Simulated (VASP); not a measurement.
Crystal: I.

```
I
1.0
    -2.08938    2.08938    2.08938
     2.08938   -2.08938    2.08938
     2.08938    2.08938   -2.08938
I
1
Direct
  0.00000 0.00000 0.00000
```

The real solid is made of molecules; this cell is a model form.

| Item | Value |
| --- | --- |
| Program | VASP 6.6.1 |
| Task | single point |
| Functional | PBE |
| Potentials or basis | VASP PAW PBE potentials, release 64 (I) |
| Cutoff | 900 eV |
| k mesh | 9 × 9 × 9 |
| Occupations | gaussian, width 0.02 eV |
| Spin | no spin polarisation |

On this cell: pressure -0.2 GPa; band gap on the k mesh none (metal or under the smearing width).

The same run follows on a disturbed copy (grid = ENCUT=900 k=9x9x9 ISMEAR=0 SIGMA=0.02 PREC=Accurate EDIFF=1e-08 LREAL=False ADDGRID=False LASPH=True; cell strained at random at fixed volume):

```xyz
1
Lattice="-2.1241 2.1668 2.1090 2.1115 -2.1330 2.0626 2.0399 2.0488 -2.0752" Properties=species:S:1:pos:R:3 pbc="T T T"
I    -0.0689    0.0533    0.0019
```

Task: What changes?

Result: The energy (extrapolated to zero smearing) moves by -13.7 meV/atom; pressure -0.3 GPa; band gap on the k mesh none (metal or under the smearing width).

Stress tensor (GPa, compression positive):
```
-0.36 -2.07 -0.13
-2.07 -0.27  0.53
-0.13  0.53 -0.19
```

The energy falls, though the first cell shows no forces: that form is unstable against this distortion, unless noise or another electronic state is at work.

Caveats: an odd number of electrons without spin polarisation forces a metal; a magnetic or distorted state may lie lower.
